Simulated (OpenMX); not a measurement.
MnSi:

```
Mn Si
1.0
     0.00000    2.52722    2.52722
     2.52722    0.00000    2.52722
     2.52722    2.52722    0.00000
Mn Si
1 1
Direct
  0.00000 0.00000 0.00000
  0.25000 0.25000 0.25000
```

The cell was built by a generator and needn't be a form met in nature.

Base run:

```yaml
Program: OpenMX 3.8.5
Functional: PBE
Potentials_or_basis: OpenMX 2013 PBE set, Mn6.0-s3p2d2, Si7.0-s2p2d1, grid cutoff 400 Ry
k_mesh: 7 × 7 × 7
Occupations: fermi-dirac, width 0.05 eV
Spin: collinear spin, ferromagnetic start
Starting_moments: "[5.5, 0.0] μB"
```

Its results: band gap on the k mesh none (metal or under the smearing width); pressure 20.9 GPa; net moment 2.08 μB per cell.

Problem. The run is repeated on the same cell with these changes: spin from collinear spin, ferromagnetic start to collinear spin, zero start; moments at the start from [5.5, 0.0] to [0.0, 0.0]. What comes out?

Solution. Band gap on the k mesh none (metal or under the smearing width); pressure 12.9 GPa; net moment 0.00 μB per cell.

Caveats: the basis of atomic orbitals isn't converged, which shifts pressures, moduli and gaps.
